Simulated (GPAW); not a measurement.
Runs of GPAW 26.7.0 on GaN. Symmetry: F-43m, No. 216, cubic system. Conventional cell: a = 4.507 Å, b = 4.507 Å, c = 4.507 Å, α = 90.00°, β = 90.00°, γ = 90.00°. Ga (site symmetry -43m) is surrounded by 4 N at 1.95 Å. N (site symmetry -43m) is surrounded by 4 Ga at 1.95 Å. The cell is a database's computed one.

| task | level | potentials or basis | spin | cell | k mesh | cutoff (eV) | smearing | maxiter | band path | band points | spin axis theta (degrees) | spin axis phi (degrees) | mesh quality | gap on the mesh (eV) | pressure (GPa) | relaxed volume (Å³/atom) |
| --- | --- | --- | --- | --- | --- | --- | --- | --- | --- | --- | --- | --- | --- | --- | --- | --- |
| band structure | TASK | GPAW PAW data sets (gpaw-data 1.2.1), pw | SOC, no magnetisation | as given | 10 × 10 × 10 | 800 | fermi-dirac 0.05 eV | 150 | GXWKGLUWLK,UX | 60 | 90 | 45 | not flagged | 2.90 | 11.0 | - |
| single point | HSE03 | GPAW PAW data sets (gpaw-data 1.2.1), pw | off | as given | 5 × 5 × 5 | 600 | fermi-dirac 0.05 eV | 60 | - | - | - | - | coarse | 3.08 | - | - |
| relaxation of cell and atoms | PBEsol | PAW data sets generated in the run's folder for this functional, pw | off | relaxed | 10 × 10 × 10 | 800 | fermi-dirac 0.05 eV | 150 | - | - | - | - | not flagged | 1.59 | 0.2 | (c) |
| band structure | optPBE-vdW | GPAW PAW data sets (gpaw-data 1.2.1), pw | SOC, no magnetisation | as given | 10 × 10 × 10 | 800 | fermi-dirac 0.05 eV | 150 | GXWKGLUWLK,UX | 60 | 90 | 0 | not flagged | (a) | - | - |
| band structure | revPBE | the program's PAW data sets (release 1.2.1) made for this functional, pw | SOC, no magnetisation | as given | 10 × 10 × 10 | 800 | fermi-dirac 0.05 eV | 150 | GXWKGLUWLK,UX | 80 | 0 | 0 | not flagged | (d) | 15.7 | - |
| dielectric tensor | PBE | GPAW PAW data sets (gpaw-data 1.2.1), pw | off | as given | 8 × 8 × 8 | 600 | fermi-dirac 0.001 eV | 150 | - | - | - | - | not flagged | 1.80 | - | - |
| band structure | optB88-vdW | GPAW PAW data sets (gpaw-data 1.2.1), pw | SOC, no magnetisation | as given | 10 × 10 × 10 | 800 | fermi-dirac 0.05 eV | 150 | GXWKGLUWLK,UX | 80 | 90 | 45 | not flagged | 1.93 | - | - |
| relaxation of cell and atoms | PBEsol+D3 | PAW data sets generated in the run's folder for this functional, pw | off | relaxed | 10 × 10 × 10 | 800 | fermi-dirac 0.05 eV | 150 | - | - | - | - | not flagged | 1.67 | 0.1 | 11.66 |
| relaxation of cell and atoms | PBEsol+D4 | PAW data sets generated in the run's folder for this functional, pw | off | relaxed | 10 × 10 × 10 | 800 | fermi-dirac 0.05 eV | 150 | - | - | - | - | not flagged | 1.69 | 0.0 | 11.63 |
| band structure | PBE | GPAW PAW data sets (gpaw-data 1.2.1), pw | SOC, no magnetisation | as given | 10 × 10 × 10 | 800 | fermi-dirac 0.05 eV | 150 | GXWKGLUWLK,UX | 80 | 54.7 | 45 | not flagged | 1.83 | (b) | - |

Task: Estimate the missing entries.

Result: (a) 1.94; (b) 12.6; (c) 11.79; (d) 1.85.

Caveats: some runs use coarse meshes; the data sets keep Ga 3d, Li 1s and Be 1s frozen, and some such compounds lay over 1.5 % in volume off other programs (some runs); spin-orbit coupling was added after a scalar SCF, so levels and gaps hold it while energy, forces, pressure and moments don't (some runs); this program's spin-orbit splittings come out too wide for heavy elements (some runs); the PAW data sets were made with another functional, which shifts forces and pressure a little (some runs); later steps reuse the first step's grids (some runs); so large a pressure means that the cell lies far from this level's equilibrium, or that cutoff or potentials fall short (some runs); the long-wavelength limit can be off by a per cent or two (some runs).

A k mesh can miss the band edges, and rows without SOC leave out spin-orbit coupling on Ga.
